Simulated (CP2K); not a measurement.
The system is TiB2.

```
Ti B
1.0
     3.02920    0.00000    0.00000
    -1.51460    2.62336    0.00000
     0.00000    0.00000    3.22840
Ti B
1 2
Direct
  0.00000 0.00000 0.00000
  0.66667 0.33333 0.50000
  0.33333 0.66667 0.50000
```

- Program: CP2K 2026.2
- Task: single point
- Functional: PBE
- Potentials or basis: POTENTIAL_UZH Ti GTH-PBE-q12, B GTH-PBE-q3; TZVP-MOLOPT-PBE-GTH basis
- Density cutoff: 6123 eV
- k mesh: 10 × 10 × 8
- Occupations: fermi-dirac, width 0.05 eV
- Spin: no spin polarisation

On this cell: pressure 0.2 GPa; largest force under 0.003 eV/Å; band gap on the k mesh none (metal or under the smearing width).

The same run follows on a disturbed copy (atoms moved at random, drawn with an rms of 0.05 Å):

```
CELL_PARAMETERS angstrom
3.02920 0.00000 0.00000
-1.51460 2.62336 0.00000
0.00000 0.00000 3.22840
ATOMIC_POSITIONS crystal
Ti 0.99663 0.98608 0.98473
B 0.65640 0.31348 0.50274
B 0.33149 0.66649 0.49409
```

Question: What does the disturbed cell give?

Answer: The energy (extrapolated to zero smearing) moves by +13.0 meV/atom; pressure 0.8 GPa; largest force 0.932 eV/Å; band gap on the k mesh none (metal or under the smearing width).

Forces on the atoms (eV/Å):
```
Ti  -0.207  0.138  0.639
B    0.047  0.765 -0.475
B    0.159 -0.904 -0.165
```

Stress tensor (GPa, compression positive):
```
-0.46  0.04 -0.16
 0.04  1.91  0.08
-0.16  0.08  0.82
```

Caveats: the basis of atomic orbitals isn't converged, which shifts pressures, moduli and gaps.
